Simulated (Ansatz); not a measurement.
# O: properties at the relaxed cell

One table from this session's results is given with a row withheld; the runs are named, their logs left out.

Computed with Ansatz 0.2.0 (DFT PBE+D3(BJ), scalar-relativistic, plane waves, PAW, unless a step's input says otherwise).

2 further runs of the same task are left out: 2 set aside as unsound or not needed.

## The system as given

It takes space group R-3m (No. 166, trigonal). Conventional cell: a = 3.527 Å, b = 3.527 Å, c = 11.646 Å, α = 90.00°, β = 90.00°, γ = 120.00°. O (site symmetry 3m) is surrounded by 1 O at 1.22 Å.

Coordinates:

```cif
data_structure
_symmetry_space_group_name_H-M 'P 1'
_symmetry_Int_Tables_number 1
_cell_length_a 4.3837
_cell_length_b 4.3837
_cell_length_c 4.3837
_cell_angle_alpha 47.448
_cell_angle_beta 47.448
_cell_angle_gamma 47.448
_cell_volume 41.83
loop_
_atom_site_label
_atom_site_type_symbol
_atom_site_fract_x
_atom_site_fract_y
_atom_site_fract_z
_atom_site_occupancy
O1 O 0.94768 0.94768 0.94768 1
O2 O 0.05232 0.05232 0.05232 1
```

It goes back to an entry of the Materials Project, which need not be the stable form.

This cell was relaxed beforehand with the same method: volume 20.91 Å³/atom, gap on the mesh 1.55 eV, site moments up to 0.6 μB.

Set-up of the first run:

The input, input.yaml:

```yaml
crystal:
  lattice:
    - [1.7458848751, 1.0079871026, 3.8426671227]
    - [-1.7458848751, 1.0079871026, 3.8426671227]
    - [0.0, -2.0159742052, 3.8426671227]
  atoms:
    - { symbol: O, position: [0.9476826439, 0.9476826439, 0.9476826439], spin: 0.61 }
    - { symbol: O, position: [0.0523173561, 0.0523173561, 0.0523173561], spin: 0.61 }
basis:
  ecutwfc: 420
kpoints:
  mp_grid: { grid: [9, 9, 9] }
hamiltonian:
  xc: pbe
  dispersion: d3bj
scf:
  occupations: { method: gaussian, width: 0.02 }
output:
  forces: true
  stress: true
  eigenvalues: true
  populations: true
  write_density: true
  write_potential: true
  elf: true
  volumetric_format: npy
magnetization:
  spin_polarized: true
relax:
  adjacent_minimum: "off"
  f_tol: 0.01
  max_steps: 30
  cell: { stress_tol: 0.1, fix: [volume] }
```

Started as:

```
$ ansatz run input.yaml --threads 1 --pin off --max-ram 2560MiB --backend cpu --events-out ev --progress --plain --runs-dir out
```

Steps of the session up to this table: Point at V/V0 = 0.97; The cell scaled to 1.03 of its volume; Point at V/V0 = 0.94; Volume × 1.06; Volume × 0.91; Point at V/V0 = 1.10; Point at V/V0 = 0.88.

One of the session's tables, all rows but one given; the rest of the session is left out.

It belongs to the step «Equation of state». 

| volume (Å³/atom) | energy above the lowest point (meV/atom) | pressure (GPa) | gap on the mesh (eV) |
| --- | --- | --- | --- |
| 18.405 | 3.6 | 0.52 | 1.34 |
| 19.032 | ? | ? | ? |
| 19.660 | 0.9 | 0.21 | 1.46 |
| 20.287 | 0.2 | 0.11 | 1.51 |
| 20.915 | 0.0 | 0.03 | 1.55 |
| 21.542 | 0.0 | -0.04 | 1.59 |
| 22.170 | 0.4 | -0.08 | 1.62 |
| 23.006 | 1.1 | -0.14 | 1.67 |

Q: Estimate the row for volume (Å³/atom) = 19.032 from the others.

Worked estimate for «energy above the lowest point (meV/atom)». A straight line through the neighbours (18.405, 3.6) and (19.660, 0.9) gives 3.6 + (0.9 − 3.6) × (19.032 − 18.405) / (19.660 − 18.405) = 2.3; a parabola fitted to 3 rows on both sides gives 2.0.

As computed: energy above the lowest point (meV/atom): 2.0; pressure (GPa): 0.35; gap on the mesh (eV): 1.40. In «energy above the lowest point (meV/atom)» the line misses by +0.3 and the parabola by 0.0.
